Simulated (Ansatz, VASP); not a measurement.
**Cross-check of GaP between VASP and Ansatz**

One calculation is typed for both programs; each brings its own data sets and cutoff. How far apart do they land?

Main program and level: Ansatz 0.2.0; plane waves, with VASP 6.6.1 beside it; relaxation of cell and atoms at PBE and zone-centre phonons at PBE.

## (1) The starting structure

It takes space group F-43m (No. 216, cubic). The conventional cell has a = 5.501 Å, b = 5.501 Å, c = 5.501 Å, α = 90.00°, β = 90.00°, γ = 90.00°. Ga has 4 P at 2.38 Å nearest. Nearest to P lie 4 Ga at 2.38 Å. Farther neighbours are not listed.

Structure file:

```cif
data_structure
_symmetry_space_group_name_H-M 'F-43m'
_symmetry_Int_Tables_number 216
_cell_length_a 5.5009
_cell_length_b 5.5009
_cell_length_c 5.5009
_cell_angle_alpha 90.000
_cell_angle_beta 90.000
_cell_angle_gamma 90.000
_cell_volume 166.45
loop_
_atom_site_label
_atom_site_type_symbol
_atom_site_symmetry_multiplicity
_atom_site_Wyckoff_symbol
_atom_site_fract_x
_atom_site_fract_y
_atom_site_fract_z
_atom_site_occupancy
Ga1 Ga 4 a 0.00000 0.00000 0.00000 1
P1 P 4 c 0.25000 0.25000 0.25000 1
```

## (2) VASP: relaxation of cell and atoms, PBE

The relaxed volume is the usual yardstick between codes: its relative difference is about their pressure difference at one cell divided by the bulk modulus.

Lines of VASP's logs that name or quote its potential files are left out, and so is its time.

File INCAR:

```
SYSTEM = GaP
PREC = Accurate
ENCUT = 400
EDIFF = 1E-08
NELM = 100
ISMEAR = 0
SIGMA = 0.01
LREAL = .FALSE.
ALGO = Normal
GGA = PE
NBANDS = 15
LWAVE = .FALSE.
LCHARG = .FALSE.
KPAR = 2
IBRION = 2
NSW = 60
ISIF = 3
EDIFFG = -0.001
```

File POSCAR:

```
GaP
1.0
    0.0000000000      2.7504311186      2.7504311186
    2.7504311186      0.0000000000      2.7504311186
    2.7504311186      2.7504311186      0.0000000000
Ga P
1 1
Direct
    0.0000000000      0.0000000000      0.0000000000
    0.7500000000      0.7500000000      0.7500000000
```

File KPOINTS:

```
Automatic mesh
0
Gamma
8 8 8
0 0 0
```

PAW data sets: Ga_d and P (PBE family, release 64).

Started as:

```bash
$ mpirun -np 2 vasp_std
```

Numbers of over 12 decimals in the logs are rounded to 6 here.

Output:

```text
[banner, memory and clock lines left out]
running    2 mpi-ranks, on    1 nodes
 distrk:  each k-point on    1 cores,    2 groups
 distr:  one band on    1 cores,    1 groups

 POSCAR found type information on POSCAR GaP
 POSCAR found :  2 types and       2 ions
 LDA part: xc-table for (Slater+PW92), standard interpolation
 POSCAR, INCAR and KPOINTS ok, starting setup
 FFT: planning ... GRIDC
 FFT: planning ... GRID_SOFT
 FFT: planning ... GRID
 WAVECAR not read
 entering main loop
       N       E                     dE             d eps       ncg     rms          rms(c)
DAV:   1     0.723867690067E+02    0.72387E+02   -0.80522E+03   870   0.146E+03
DAV:   2    -0.415283425207E+01   -0.76540E+02   -0.73523E+02   961   0.275E+02
DAV:   3    -0.930416265671E+01   -0.51513E+01   -0.51343E+01  1136   0.625E+01
DAV:   4    -0.938385972887E+01   -0.79697E-01   -0.79682E-01  1062   0.850E+00
DAV:   5    -0.938570094108E+01   -0.18412E-02   -0.18411E-02  1123   0.108E+00    0.411E+00
DAV:   6    -0.914559863866E+01    0.24010E+00   -0.39817E-01  1361   0.107E+01    0.271E+00
DAV:   7    -0.912104129540E+01    0.24557E-01   -0.93896E-02  1161   0.208E+00    0.110E+00
DAV:   8    -0.912135387303E+01   -0.31258E-03   -0.13527E-02  1074   0.149E+00    0.163E-01
DAV:   9    -0.912174083530E+01   -0.38696E-03   -0.14142E-03  1118   0.566E-01    0.874E-02
DAV:  10    -0.912181338204E+01   -0.72547E-04   -0.11476E-04  1272   0.110E-01    0.436E-02
DAV:  11    -0.912188739327E+01   -0.74011E-04   -0.10702E-04   996   0.935E-02    0.554E-03
DAV:  12    -0.912188687632E+01    0.51696E-06   -0.35083E-06  1098   0.257E-02    0.256E-03
DAV:  13    -0.912188722128E+01   -0.34496E-06   -0.10401E-06  1052   0.893E-03    0.192E-03
DAV:  14    -0.912188723444E+01   -0.13162E-07   -0.41755E-08  1095   0.170E-03    0.152E-03
DAV:  15    -0.912188723591E+01   -0.14779E-08   -0.32855E-09   813   0.457E-04
   1 F= -.91218872E+01 E0= -.91218872E+01  d E =-.912189E+01
 curvature:   0.00 expect dE= 0.000E+00 dE for cont linesearch  0.000E+00
 trial: gam= 0.00000 g(F)=  0.232E-44 g(S)=  0.142E-05 ort = 0.000E+00 (trialstep = 0.100E+01)
 search vector abs. value=  0.142E-05
 bond charge predicted
       N       E                     dE             d eps       ncg     rms          rms(c)
DAV:   1    -0.912190311561E+01   -0.15881E-04   -0.19093E-04  1108   0.261E-01    0.233E-02
DAV:   2    -0.912189095143E+01    0.12164E-04   -0.19827E-05  1094   0.991E-02    0.107E-02
DAV:   3    -0.912188772090E+01    0.32305E-05   -0.33409E-06  1150   0.355E-02    0.236E-03
DAV:   4    -0.912188732910E+01    0.39180E-06   -0.33291E-07  1041   0.756E-03    0.105E-03
DAV:   5    -0.912188717254E+01    0.15656E-06   -0.33249E-08  1010   0.246E-03    0.241E-04
DAV:   6    -0.912188716510E+01    0.74433E-08   -0.12518E-09   540   0.408E-04
   2 F= -.91218872E+01 E0= -.91218872E+01  d E =0.708151E-07
 trial-energy change:    0.000000  1 .order   -0.000000   -0.000001    0.000001
 step:   0.4105(harm=  0.6017)  dis= 0.00000  next Energy=    -9.121888 (dE=-0.270E-06)
 bond charge predicted
       N       E                     dE             d eps       ncg     rms          rms(c)
DAV:   1    -0.912189268666E+01   -0.55141E-05   -0.66224E-05  1108   0.153E-01    0.138E-02
DAV:   2    -0.912188841030E+01    0.42764E-05   -0.68927E-06  1080   0.585E-02    0.629E-03
DAV:   3    -0.912188742318E+01    0.98713E-06   -0.11594E-06  1150   0.210E-02    0.139E-03
DAV:   4    -0.912188740908E+01    0.14096E-07   -0.11427E-07  1027   0.443E-03    0.621E-04
DAV:   5    -0.912188745114E+01   -0.42061E-07   -0.10565E-08   596   0.145E-03    0.129E-04
DAV:   6    -0.912188745609E+01   -0.49522E-08   -0.13980E-09   484   0.401E-04
   3 F= -.91218875E+01 E0= -.91218875E+01  d E =-.220180E-06
 curvature:  -0.23 expect dE=-0.330E-07 dE for cont linesearch -0.329E-07
 trial: gam=-0.21626 g(F)=  0.424E-45 g(S)=  0.142E-06 ort = 0.450E-06 (trialstep = 0.882E+00)
 search vector abs. value=  0.143E-07
 reached required accuracy - stopping structural energy minimisation
```

From OUTCAR (step 2):

```text
ion  position               nearest neighbor table
   1  0.000  0.000  0.000-   2 2.38   2 2.38   2 2.38   2 2.38
   2  0.750  0.750  0.750-   1 2.38   1 2.38   1 2.38   1 2.38

  LATTYP: Found a face centered cubic cell.
 ALAT       =     5.5008622372

 Subroutine GETGRP returns: Found 24 space group operations
 (whereof 24 operations were pure point group operations)

The static configuration has the point symmetry T_d .

 Found     29 irreducible k-points:

   k-points           NKPTS =     29   k-points in BZ     NKDIM =     29   number of bands    NBANDS=     15

   dimension x,y,z NGX =    28 NGY =   28 NGZ =   28
   dimension x,y,z NGXF=    56 NGYF=   56 NGZF=   56

   ENCUT  =  400.0 eV  29.40 Ry    5.42 a.u.   6.34  6.34  6.34*2*pi/ulx,y,z

   NELECT =      18.0000    total number of electrons

 k-points in reciprocal lattice and weights: Automatic mesh
   0.00000000  0.00000000  0.00000000       0.002
   0.12500000  0.00000000  0.00000000       0.016
   0.25000000  0.00000000  0.00000000       0.016
   0.37500000  0.00000000  0.00000000       0.016
   0.50000000  0.00000000  0.00000000       0.008
   0.12500000  0.12500000  0.00000000       0.012
   0.25000000  0.12500000  0.00000000       0.047
   0.37500000  0.12500000  0.00000000       0.047
   0.50000000  0.12500000  0.00000000       0.047
[...]
-0.37500000  0.50000000  0.12500000       0.023
  -0.25000000  0.50000000  0.25000000       0.012

 average (electrostatic) potential at core
       1 -65.6327       2 -83.6652

 E-fermi :   4.4455

 k-point     1 :       0.0000    0.0000    0.0000
  band No.  band energies     occupation
    ...
      5     -10.0424      2.00000
      6      -7.9146      2.00000
      7       4.3741      2.00000
      8       4.3741      2.00000
      9       4.3741      2.00000
     10       5.9692      0.00000
     11       8.2657      0.00000
     12       8.2657      0.00000
     13       8.2657      0.00000
     14      13.0605      0.00000
    ...

 k-point     2 :       0.1250    0.0000    0.0000
  band No.  band energies     occupation
    ...
      5     -10.0423      2.00000
      6      -7.7195      2.00000
      7       2.7476      2.00000
      8       4.1544      2.00000
      9       4.1544      2.00000
     10       6.6671      0.00000
     11       8.6035      0.00000
     12       8.6035      0.00000
     13       8.7840      0.00000
     14      13.5146      0.00000
    ...

 k-point     3 :       0.2500    0.0000    0.0000
  band No.  band energies     occupation
    ...
      5     -10.0413      2.00000
      6      -7.1671      2.00000
      7       0.5573      2.00000
      8       3.7375      2.00000
      9       3.7375      2.00000
     10       6.4301      0.00000
     11       9.1015      0.00000
     12       9.1015      0.00000
     13      10.5836      0.00000
     14      13.3306      0.00000
    ...

  Total        0.0014022      0.0014022      0.0014022      0.0000000      0.0000000      0.0000000
  in kB        0.0539814      0.0539814      0.0539814      0.0000000      0.0000000      0.0000000
  external PRESSURE =       0.0539814 kB  Pullay stress =       0.0000000 kB

  energy-cutoff  :      400.00
  volume of cell :       41.62
      direct lattice vectors                 reciprocal lattice vectors
     0.000000000  2.750551855  2.750551855    -0.181781703  0.181781703  0.181781703
     2.750551855  0.000000000  2.750551855     0.181781703 -0.181781703  0.181781703
     2.750551855  2.750551855 -0.000000000     0.181781703  0.181781703 -0.181781703

 POSITION                                       TOTAL-FORCE (eV/Angst)
 -----------------------------------------------------------------------------------
      0.00000      0.00000      0.00000        -0.000000     -0.000000     -0.000000
      4.12583      4.12583      4.12583         0.000000      0.000000      0.000000
 -----------------------------------------------------------------------------------
    total drift:                               -0.000003     -0.000003     -0.000003

  FREE ENERGIE OF THE ION-ELECTRON SYSTEM (eV)
  ---------------------------------------------------
  free  energy   TOTEN  =        -9.1218874561 eV

  energy  without entropy=       -9.1218874561  energy(sigma->0) =       -9.12188746

 reached required accuracy - stopping structural energy minimisation

[... 3 further parts left out ...]
```

## (3) Ansatz: relaxation of cell and atoms, PBE

Ansatz runs on its default PAW (the set named soft_2) files.

The same cell, functional, mesh and smearing now go to Ansatz, which takes its cutoff from its data sets.

File input.yaml:

```yaml
crystal:
  lattice:
    - [0.0, 2.7504311186, 2.7504311186]
    - [2.7504311186, 0.0, 2.7504311186]
    - [2.7504311186, 2.7504311186, 0.0]
  atoms:
    - { symbol: Ga, position: [0.0, 0.0, 0.0] }
    - { symbol: P, position: [0.75, 0.75, 0.75] }
hamiltonian:
  xc: pbe
  pseudopotentials: { kind: paw }
kpoints:
  mp_grid: { grid: [8, 8, 8] }
scf:
  occupations: { method: gaussian, width: 0.01 }
relax:
  f_tol: 0.01
  max_steps: 60
  cell: { stress_tol: 0.05 }
output:
  forces: true
  stress: true
```

Started as:

```bash
$ ansatz run input.yaml --threads 4 --pin off --max-ram 9216MiB --backend cpu --events-out ev --progress --plain --runs-dir out
```

Output:

```text
Engine: ansatz 0.2.0, aarch64-unknown-linux-gnu
Pseudopotentials: kind: paw
Pseudopotential: Ga, paw, valence charge 13, recommended cutoff 420 eV (normal), Ga.paw.azcp
Pseudopotential: P, paw, valence charge 5, recommended cutoff 420 eV (normal), P.paw.azcp
Functional definition: PBE
  parameter kappa = 0.804
  parameter beta = 0.066725
  exchange = pbe_x(kappa = kappa, mu = beta*pi^2/3)
  correlation = pbe_c(beta = beta)
Crystal: 2 atoms, lattice volume = 41.613 Å³
Basis set: ecut = 420 eV, 869 PW (Γ), exchange–correlation on 54×54×54 points (8 copies of the dense FFT grid, shifted against one another)
Bands: 13, of which v1, the nominal top of the filled ones, is band 9 counted from 1 (8 counted from 0)
Symmetry: 24 space group operations
Space group: F-43m (ITA 216), of the structure as read, at distance tolerance 3.5e-5 Å
k-points: 29 of 512 (time reversal used)
Non-local potential: Ga, projectors of the file, l = 0: 2, l = 1: 2, l = 2: 3, l = 3: 1
Non-local potential: P, projectors of the file, l = 0: 2, l = 1: 2, l = 2: 2
PAW form: soft (Blöchl's): semilocal exchange-correlation on the pseudo side does not see the compensation charge
PAW one-centre angular grid: Ga, 590 points (default); XC on 64 Gauss nodes
PAW one-centre angular grid: P, 110 points (default); XC on 64 Gauss nodes
Initial density: superposition of atomic densities (neutral atoms: chi_scale 0, normalization atom), corrected by the library's trained network
Initial wavefunctions: pseudopotential atomic-orbital guess
Functional: x = pbe(κ = 0.804, μ = 0.219515), c = pbe(β = 0.066725)
SCF iter   1: F=—  HF=-4539.558194 eV  |F-HF|=—  |Δ(HF+E_count)|=         —  Δρ=1.58e-3  dr2=1.44e-3  ethr=1.77e-3  ⟨swp⟩=6.7  Hψ=2583  notcnv=0
preconditioner: auto → none  [insulator: Δε(μ)=1.581 eV  Ē_g=15.395 eV  σ=0.010 eV  W_gap=1.00  n_scr=14 (ndim 8)  ℏωp=24.4 eV  f_vac=0.016  D(μ)=0.00/eV (n_scr^D=0)  ε∞_Penn≈3.5]
SCF iter   2: F=—  HF=-4539.557427 eV  |F-HF|=—  |Δ(HF+E_count)|=   7.67e-4  Δρ=1.20e-3  dr2=4.31e-4  ethr=7.98e-6  ⟨swp⟩=3.0  Hψ=1105  notcnv=0
SCF iter   3: F=—  HF=-4539.557256 eV  |F-HF|=—  |Δ(HF+E_count)|=   1.72e-4  Δρ=3.66e-4  dr2=5.12e-5  ethr=2.40e-6  ⟨swp⟩=2.0  Hψ=754  notcnv=0
SCF iter   4: F=—  HF=-4539.557304 eV  |F-HF|=—  |Δ(HF+E_count)|=   4.89e-5  Δρ=1.08e-4  dr2=3.70e-6  ethr=2.85e-7  ⟨swp⟩=2.8  Hψ=724  notcnv=0
SCF iter   5: F=—  HF=-4539.557308 eV  |F-HF|=—  |Δ(HF+E_count)|=   3.15e-6  Δρ=3.00e-5  dr2=3.63e-7  ethr=2.06e-8  ⟨swp⟩=2.0  Hψ=634  notcnv=0
SCF iter   6: F=-4539.557308 eV  HF=-4539.557308 eV  |F-HF|=2.49e-8  |Δ(HF+E_count)|=   3.96e-7  Δρ=9.31e-6  dr2=2.22e-8  ethr=5.56e-10  ⟨swp⟩=5.0  Hψ=1357  notcnv=0
SCF 1 converged in 6 iterations: F = -4539.557308 eV  dr2 = 2.22e-8
  greatest PAW one-centre occupation: 0.994 electrons in one spin orbital (limit 2), on the Ga atom at site 0 (counted from 0), in its partial waves of l = 2
relax step   1: F+E_penalty+E_count = -4539.55730798 eV  Δ(F+E_penalty+E_count) = +0.000e0 eV  max|allowed force component| = 2.591e-16 eV/Å  Δτ_max = 0.0000 Å  P = +0.220 GPa  Ω = 41.613 Å³  (6 SCF iters, dr2 threshold 1.00e-7 eV, accepted)
[...]
relax step   2: F+E_penalty+E_count = -4539.55736152 eV  Δ(F+E_penalty+E_count) = -5.354e-5 eV  max|allowed force component| = 7.748e-17 eV/Å  Δτ_max = 0.0000 Å  P = +0.066 GPa  Ω = 41.696 Å³  energy of the carried Pulay correction = -2.023e-5 eV  (3 SCF iters, dr2 threshold 1.21e-7 eV, accepted)
[...]
relax step   3: F+E_penalty+E_count = -4539.55736023 eV  Δ(F+E_penalty+E_count) = +1.288e-6 eV  max|allowed force component| = 5.898e-17 eV/Å  Δτ_max = 0.0000 Å  P = +0.000 GPa  Ω = 41.732 Å³  energy of the carried Pulay correction = -2.884e-5 eV  (4 SCF iters, dr2 threshold 1.07e-8 eV, accepted)
[...]
relax step   4: F+E_penalty+E_count = -4539.55739273 eV  Δ(F+E_penalty+E_count) = -3.251e-5 eV  max|allowed force component| = 4.048e-17 eV/Å  Δτ_max = 0.0000 Å  P = +0.000 GPa  Ω = 41.732 Å³  stress off target by 2.54e-4 GPa  SCF on the basis re-selected at this cell (its energy is not comparable with the rows above)  (5 SCF iters)
basis re-selected at this cell: Δ(F+E_penalty+E_count) = -3.251e-5 eV, ΔP = -0.000 GPa vs the last step (what re-selecting the basis moved, of the pressure what is left beyond the Pulay correction that the steps carried, after the strain that the cell walked since its last selection, with what the two solves' SCF thresholds leave and, on support functions, any second-order correction that the steps lacked; it is no m [...]
SCF converged after 5 iterations
Free energy (F): -4539.557393 eV
Harris-Foulkes:  -4539.557393 eV  (|F-HF|=7.28e-12)
Internal energy: -4539.557393 eV  (E = F + TS)
E sigma→0 (E₀):  -4539.557393 eV
Fermi energy:    7.496338 eV
--- Per-component energies (eV) ---
  E_band       = -63.772981
  E_kinetic    = 185.375027
  E_local      = -2220.791166  (includes V_loc(G=0)·N_el)
  E_nonlocal   = 458.828549
  E_hartree    = 1025.291183
  E_xc         = -130.304285
  E_vxc        = -118.400933  (∫ρ·V_xc dr)
  E_paw        = -2558.558545  (= ΣΔE_a)
  E_vpaw       = -419.366822  (= ΣTr[D̂ρ^β])
  E_aug_tail   = -0.000085  (compensation charges beyond the density's cutoff)
  E_ewald      = -1299.398071
  E_smearing   = -0.000000  (= −TS)
  E_closure    = 0.000000  (closes the sum)
  Σ components = -4539.557393   (vs F -4539.557393, Δ=0.00e0)
--- Forces (eV/Å), atoms counted from 1 ---
  atom   1  Ga     0.00000000     0.00000000     0.00000000
  atom   2  P      0.00000000    -0.00000000    -0.00000000
  max |Σ_I F_I| component: 2.78e-17 eV/Å
--- Stress (GPa, compression-positive) ---
        0.000254       0.000000       0.000000
       -0.000000       0.000254       0.000000
        0.000000       0.000000       0.000254
  P = ⅓ Tr σ = 0.0003 GPa (0.003 kbar)
--- Relaxed structure (3 steps of the walk, 3 accepted, 1 SCFs on fresh bases) ---
  F+E_penalty+E_count = -4539.55739273 eV   max|allowed force component| = 4.048e-17 eV/Å   (the final SCF, on the basis selected at the relaxed cell)
  cell:  # Å, volume = 41.7315 Å³
    - [0, 2.753033, 2.753033]
    - [2.753033, 0, 2.753033]
    - [2.753033, 2.753033, 0]
  atoms:
    - { symbol: Ga, position: [0, 0, 0] }
    - { symbol: P, position: [0.75, 0.75, 0.75] }
```

The job ended after 3.1 s (4 threads of Arm Neoverse N1, shared host; peak memory 0.32 GiB; 10 s of CPU time).

## (4) Differences

Known differences besides the potentials themselves: both relaxations stop at a tolerance, which leaves soft axes loose, and VASP keeps its plane-wave basis; the cutoff is 420 eV in Ansatz and 400 eV in VASP; VASP leaves aspherical gradient terms in its spheres out (LASPH is not set), Ansatz keeps them; Ansatz adds a Pulay correction to the stress that steers its cell, VASP none. Total energies have different zeros and are not compared.

Both answers:

| quantity | Ansatz | VASP | difference |
| --- | --- | --- | --- |
| volume (Å³) | 41.73 | 41.62 | +0.27 % |
| edge a after relaxation, in the typed setting (Å) | 3.893 | 3.890 | +0.09 % |

The walks stopped with 0.00 GPa left in Ansatz and 0.01 GPa in VASP; each walk ends within a tolerance, so the volume difference is uncertain by about these residues over the bulk modulus, most in soft cells.

[end of part 1 of 2]

[Lines on the potential files, build, host, timing and source positions are cut from VASP's logs without a mark.]

[Logs are printed without paths, hosts, clocks, repeated set-up lines and the standing remarks that a program may print on its own settings, such as how far it seeks lower states.]

[Hosts, paths, dates, database ids (printed as entryN), source tags and the programs' standing remarks are cut or masked in the printed files.]
